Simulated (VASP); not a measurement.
# NbP (I4_1md) in VASP: density of states with PBE

Aim: the density of states of NbP with PBE.

Everything below comes from runs of VASP 6.6.1. Logs are shortened: lines on timing, memory, paths and dates and some standing lists are left out, and cuts for length are marked.

### Step 1. Starting point

Symmetry: I4_1md, No. 109, tetragonal system. Conventional cell: a = 3.345 Å, b = 3.345 Å, c = 11.424 Å, α = 90.00°, β = 90.00°, γ = 90.00°. Nb (site symmetry 2mm) is surrounded by 6 P at 2.54 to 2.55 Å. P (site symmetry 2mm) has 6 Nb at 2.54 to 2.55 Å as nearest neighbours.

The cell is a database's computed one.

### Step 2. Density of states, PBE

POSCAR reads:

```
NbP                                     
1.0
   -1.6722641734      1.6722641734      5.7120257789
    1.6722641734     -1.6722641734      5.7120257789
    1.6722641734      1.6722641734     -5.7120257789
  Nb              P             
     2     2
Direct
     0.7500045002229712    0.7500045002229712    0.0000000000000000
     0.5000045002229712    0.0000045002229712    0.5000000000000000
     0.3326240697770260    0.3326240697770260    0.0000000000000000
     0.0826240797770268    0.5826240797770268    0.5000000000000000
```

INCAR.step1 reads:

```
  ALGO = Normal
  EDIFF = 1E-7
  ENCUT = 520
  GGA = PE
  ISIF = 2
  ISMEAR = 0
  LASPH = T
  LCHARG = T
  LMAXMIX = 4
  LREAL = F
  LWAVE = F
  NELM = 80
  PREC = Accurate
  SIGMA = 0.3
```

KPOINTS.step1 reads:

```
k-points
0
Gamma
  18 18 18
```

INCAR.step2 reads:

```
  ALGO = Normal
  EDIFF = 1E-7
  ENCUT = 520
  GGA = PE
  ICHARG = 11
  ISIF = 2
  ISMEAR = -5
  LASPH = T
  LCHARG = F
  LMAXMIX = 4
  LORBIT = 11
  LREAL = F
  LWAVE = F
  NEDOS = 2001
  NELM = 80
  PREC = Accurate
  SIGMA = 0.3
```

KPOINTS.step2 reads:

```
k-points
0
Gamma
  27 27 27
```

Potentials or basis: VASP PAW PBE potentials, release 64 (Nb_sv, P).

Started as:

```console
> cat potpaw_PBE.64/Nb_sv/POTCAR potpaw_PBE.64/P/POTCAR > POTCAR
> cp INCAR.step1 INCAR
> cp KPOINTS.step1 KPOINTS
> mpirun -np 1 vasp_std > vasp.out
> cp INCAR.step2 INCAR
> cp KPOINTS.step2 KPOINTS
> mpirun -np 1 vasp_std > vasp.out
```

OUTCAR:

```text
EDIFF = 1E-7
   ENCUT = 520
   GGA = PE
   ICHARG = 11
   ISIF = 2
   ISMEAR = -5
   LASPH = T
   LORBIT = 11
   LREAL = F
   NELM = 80
   PREC = Accurate

 ion  position               nearest neighbor table
   1  0.750  0.750  0.000-   4 2.54   4 2.54   3 2.55   3 2.55   3 2.55   3 2.55
   2  0.500  0.000  0.500-   3 2.54   3 2.54   4 2.55   4 2.55   4 2.55   4 2.55
   3  0.333  0.333  0.000-   2 2.54   2 2.54   1 2.55   1 2.55   1 2.55   1 2.55
   4  0.083  0.583  0.500-   1 2.54   1 2.54   2 2.55   2 2.55   2 2.55   2 2.55

  LATTYP: Found a body centered tetragonal cell.
 ALAT       =     3.3445283468
 C/A-ratio  =     3.4157436784

  Lattice vectors:

 A1 = (  -1.6722641734,   1.6722641734,   5.7120257789)
 A2 = (   1.6722641734,  -1.6722641734,   5.7120257789)
 A3 = (   1.6722641734,   1.6722641734,  -5.7120257789)

Analysis of symmetry for initial positions (statically):
=====================================================================
 Subroutine PRICEL returns:
 Original cell was already a primitive cell.

 Routine SETGRP: Setting up the symmetry group for a
 body centered tetragonal supercell.

 Subroutine GETGRP returns: Found  8 space group operations
 (whereof  4 operations were pure point group operations)
 out of a pool of 16 trial point group operations.

The static configuration has the point symmetry C_2v.
 The point group associated with its full space group is C_4v.

Analysis of symmetry for dynamics (positions and initial velocities):
=====================================================================
 Subroutine PRICEL returns:
 Original cell was already a primitive cell.

 Routine SETGRP: Setting up the symmetry group for a
 body centered tetragonal supercell.

 Subroutine GETGRP returns: Found  8 space group operations
 (whereof  4 operations were pure point group operations)
 out of a pool of 16 trial point group operations.

The dynamic configuration has the point symmetry C_2v.
 The point group associated with its full space group is C_4v.

 Subroutine INISYM returns: Found  8 space group operations
 (whereof  4 operations are pure point group operations),
 and found     1 'primitive' translations

----------------------------------------------------------------------------------------

                                     Primitive cell

  volume of cell :      63.8940

  direct lattice vectors                    reciprocal lattice vectors
    -1.672264173  1.672264173  5.712025779     0.000000000  0.298995821  0.087534619
     1.672264173 -1.672264173  5.712025779     0.298995821  0.000000000  0.087534619
     1.672264173  1.672264173 -5.712025779     0.298995821  0.298995821  0.000000000

  length of vectors
     6.182246633  6.182246633  6.182246633     0.311545840  0.311545840  0.422843946

  position of ions in fractional coordinates (direct lattice)
     0.750004500  0.750004500  0.000000000
     0.500004500  0.000004500  0.500000000
     0.332624070  0.332624070  0.000000000
     0.082624080  0.582624080  0.500000000

  ion indices of the primitive-cell ions
   primitive index   ion index
                 1           1
                 2           2
                 3           3
                 4           4

----------------------------------------------------------------------------------------

 KPOINTS: k-points

Automatic generation of k-mesh.
 Grid dimensions read from file:
 generate k-points for:   27   27   27

 Generating k-lattice:

  Cartesian coordinates                     Fractional coordinates (reciprocal lattice)
     0.000000000  0.011073919  0.003242023     0.037037037  0.000000000  0.000000000
     0.011073919  0.000000000  0.003242023     0.000000000  0.037037037  0.000000000
     0.011073919  0.011073919  0.000000000     0.000000000  0.000000000  0.037037037

  Length of vectors
     0.011538735  0.011538735  0.015660887

  Shift w.r.t. Gamma in fractional coordinates (k-lattice)
     0.000000000  0.000000000  0.000000000

 TETIRR: Found  24933 inequivalent tetrahedra from   118098

 Subroutine IBZKPT returns following result:
 ===========================================

 Found   1470 irreducible k-points:

 Following reciprocal coordinates:
            Coordinates               Weight
  0.000000  0.000000  0.000000      1.000000
  0.037037  0.000000 -0.000000      8.000000
  0.074074  0.000000 -0.000000      8.000000
  0.111111  0.000000  0.000000      8.000000
  0.148148  0.000000 -0.000000      8.000000
  0.185185  0.000000 -0.000000      8.000000
[... 16 lines left out ...]
  0.333333  0.037037  0.000000     16.000000
  0.370370  0.037037  0.000000     16.000000
 [... further k-points ...]
   k-points           NKPTS =   1470   k-points in BZ     NKDIM =   1470   number of bands    NBANDS=     22
   number of dos      NEDOS =   2001   number of ions     NIONS =      4
   total plane-waves  NPLWV = 110592
   dimension x,y,z NGX =    48 NGY =   48 NGZ =   48
   dimension x,y,z NGXF=    96 NGYF=   96 NGZF=   96
   ions per type =               2   2
   NGX,Y,Z   is equivalent  to a cutoff of  12.91, 12.91, 12.91 a.u.
   NGXF,Y,Z  is equivalent  to a cutoff of  25.82, 25.82, 25.82 a.u.
 SYSTEM =  unknown system
   PREC   = accura    normal or accurate (medium, high low for compatibility)
   ISTART =      0    job   : 0-new  1-cont  2-samecut
   ICHARG =     11    charge: 1-file 2-atom 10-const
   ISPIN  =      1    spin polarized calculation?
   LNONCOLLINEAR =      F non collinear calculations
   LSORBIT =      F    spin-orbit coupling
   LASPH  =      T    aspherical Exc in radial PAW
   ENCUT  =  520.0 eV  38.22 Ry    6.18 a.u.  11.49 11.49 11.49*2*pi/ulx,y,z
   NELM   =     80;   NELMIN=  2; NELMDL=  0     # of ELM steps
   EDIFF  = 0.1E-06   stopping-criterion for ELM
   LREAL  =      F    real-space projection
   EDIFFG = 0.1E-05   stopping-criterion for IOM
   NSW    =      0    number of steps for IOM
   IBRION =     -1    ionic relax: 0-MD 1-quasi-New 2-CG
   NFREE  =      0    steps in history (QN), initial steepest desc. (CG)
   ISIF   =      2    stress and relaxation
   ISYM   =      2    0-nonsym 1-usesym 2-fastsym
   POTIM  = 0.5000    time-step for ionic-motion
   TEBEG  =    0.0;   TEEND  =   0.0 temperature during run
   PSTRESS=    0.0 pullay stress
   NELECT =      36.0000    total number of electrons
   NUPDOWN=      -1.0000    fix difference up-down
   EMIN   =  10.00;   EMAX   =-10.00  energy-range for DOS
   EFERMI =   0.00;   METHOD = LEGACY
   ISMEAR =    -5;   SIGMA  =   0.30  broadening in eV -4-tet -1-fermi 0-gaus
   EFERMI_NEDOS =   21; number of points for ismear=-14 and -15
   IALGO  =     38    algorithm
   IMIX   =      4    mixing-type and parameters
     AMIX     =   0.40;   BMIX     =  1.00
     AMIX_MAG =   1.60;   BMIX_MAG =  1.00
  volume/ion in A,a.u.               =      15.97       107.79
  Fermi-wavevector in a.u.,A,eV,Ry     =   1.352142  2.555178 24.875374  1.828288
  Thomas-Fermi vector in A             =   2.479505
   LORBIT       =     11    0 simple, 1 ext, 2 COOP (PROOUT), +10 PAW based schemes
   GGA     = PE    functional components
   LHFCALC =     F    Hartree Fock is set to
   AEXX    =    0.0000 exact exchange contribution
   IVDW    =     0    specifies the selected vdW correction
   LEPSILON=     F    determine dielectric tensor
   LRPA    =     F    only Hartree local field effects (RPA)
 non-spin polarized calculation
 Fermi weights with tetrahedron method with Bloechl corrections
  energy-cutoff  :      520.00
  volume of cell :       63.89
 maximum number of plane-waves:      1741
 NGX is ok and might be reduce to    48

 number of electron      36.0000000 magnetization

 Free energy of the ion-electron system (eV)
  ---------------------------------------------------
  ext. energy  EPLUGINS =         0.00000000
  ---------------------------------------------------
  free energy    TOTEN  =       -35.32165976 eV

  energy without entropy =      -35.32165976  energy(sigma->0) =      -35.32165976

 E-fermi :  10.6927     XC(G=0): -12.0278

 val. band max:       10.7576302013   @ k =  -0.2963   0.4815   0.2963
 cond. band min:      10.6613678607   @ k =  -0.0741  -0.4444   0.0741
 fundamental gap:     -0.0962623406
 Fermi energy:        10.6927306530

 k-point     1 :       0.0000    0.0000    0.0000
  band No.  band energies     occupation
      1     -44.2530      2.00000
      2     -44.2140      2.00000
      3     -20.5245      2.00000
      4     -20.3167      2.00000
      5     -20.3167      2.00000
      6     -20.1750      2.00000
[... 14 lines left out ...]
     21      13.3633      0.00000
     22      13.8252      0.00000

 k-point     2 :       0.0370    0.0000   -0.0000
  band No.  band energies     occupation
      1     -44.2526      2.00000
      2     -44.2139      2.00000
      3     -20.5232      2.00000
      4     -20.3205      2.00000
      5     -20.3164      2.00000
      6     -20.1789      2.00000
[... 14 lines left out ...]
     21      13.3424      0.00000
     22      13.7590      0.00000

 k-point     3 :       0.0741    0.0000   -0.0000
  band No.  band energies     occupation
      1     -44.2516      2.00000
      2     -44.2135      2.00000
      3     -20.5194      2.00000
      4     -20.3317      2.00000
      5     -20.3155      2.00000
      6     -20.1901      2.00000
[... 14 lines left out ...]
     21      13.2324      0.00000
     22      13.6714      0.00000
[... 476 lines left out ...]
 k-point    23 :       0.3333    0.0370    0.0000
  band No.  band energies     occupation
      1     -44.2323      2.00000
      2     -44.2079      2.00000
      3     -20.5476      2.00000
      4     -20.4305      2.00000
      5     -20.3462      2.00000
      6     -20.3036      2.00000
[... 14 lines left out ...]
     21      12.4657      0.00000
     22      13.2638      0.00000

 k-point    24 :       0.3704    0.0370    0.0000
  band No.  band energies     occupation
      1     -44.2296      2.00000
      2     -44.2073      2.00000
      3     -20.5715      2.00000
      4     -20.4343      2.00000
      5     -20.3529      2.00000
      6     -20.3014      2.00000
[... 14 lines left out ...]
     21      12.6513      0.00000
     22      13.3738      0.00000

 [... further k-points ...]

------------------------ aborting loop because EDIFF is reached ----------------------------------------

  FORCE on cell =-STRESS in cart. coord.  units (eV):
  Direction    XX          YY          ZZ          XY          YZ          ZX
  --------------------------------------------------------------------------------------
  -------------------------------------------------------------------------------------
  Total       -0.1107390     -0.1107390     -0.1493918      0.0000000      0.0000000      0.0000000
  in kB       -2.7768436     -2.7768436     -3.7460831      0.0000000      0.0000000      0.0000000
  external PRESSURE =      -3.0999234 kB  Pullay stress =       0.0000000 kB

 VOLUME and BASIS-vectors are now :
 -----------------------------------------------------------------------------
  energy-cutoff  :      520.00
  volume of cell :       63.89
      direct lattice vectors                 reciprocal lattice vectors
    -1.672264173  1.672264173  5.712025779     0.000000000  0.298995821  0.087534619
     1.672264173 -1.672264173  5.712025779     0.298995821  0.000000000  0.087534619
     1.672264173  1.672264173 -5.712025779     0.298995821  0.298995821  0.000000000

 POSITION                                       TOTAL-FORCE (eV/Angst)
 -----------------------------------------------------------------------------------
      0.00000      0.00000      8.56809         0.000000      0.000000      0.007849
      0.00000      1.67226      0.00005         0.000000      0.000000      0.007849
      0.00000      0.00000      3.79991         0.000000      0.000000     -0.007849
      1.67226      0.00000      0.94390        -0.000000     -0.000000     -0.007849
 -----------------------------------------------------------------------------------
    total drift:                                0.000000      0.000000     -0.001783

  FREE ENERGIE OF THE ION-ELECTRON SYSTEM (eV)
  ---------------------------------------------------
  free  energy   TOTEN  =       -35.3216597643 eV

  energy  without entropy=      -35.3216597643  energy(sigma->0) =      -35.32165976

 total charge

# of ion       s       p       d       tot
------------------------------------------
    1        2.156   6.030   2.463  10.648
    2        2.156   6.030   2.463  10.648
    3        1.021   1.533   0.000   2.554
    4        1.021   1.533   0.000   2.554
--------------------------------------------------
tot          6.354  15.126   4.925  26.405
```

It took 41 min on 1 thread of Intel Xeon Platinum 8559C (Emerald Rapids), shared host; peak memory 1.8 GiB.

What came out:

- Valence electrons inside the program's atomic spheres: Nb 10.65; P 2.55

States per cell in windows of 1 eV (zero at the Fermi level; states under -8 eV left out):
```tsv
from (eV)	total	Nb1_d	Nb2_d	P3_p	P4_p	Nb1_p	Nb2_p
-8.0	0.00	0.00	0.00	0.00	0.00	0.00	0.00
-7.0	0.26	0.01	0.01	0.03	0.03	0.00	0.00
-6.0	2.61	0.21	0.21	0.30	0.30	0.03	0.03
-5.0	1.83	0.17	0.17	0.22	0.22	0.03	0.03
-4.0	2.96	0.35	0.35	0.35	0.35	0.04	0.04
-3.0	3.89	0.58	0.58	0.47	0.47	0.04	0.04
-2.0	2.02	0.45	0.45	0.10	0.10	0.02	0.02
-1.0	2.58	0.63	0.63	0.07	0.07	0.03	0.03
0.0	1.47	0.46	0.46	0.04	0.04	0.00	0.00
1.0	2.37	0.78	0.78	0.06	0.06	0.01	0.01
2.0	3.31	1.05	1.05	0.11	0.11	0.01	0.01
3.0	0.87	0.29	0.29	0.02	0.02	0.00	0.00
4.0	0.00	0.00	0.00	0.00	0.00	0.00	0.00
5.0	0.00	0.00	0.00	0.00	0.00	0.00	0.00
```

Caveat: tetrahedron occupations give inexact forces and stress in metals.
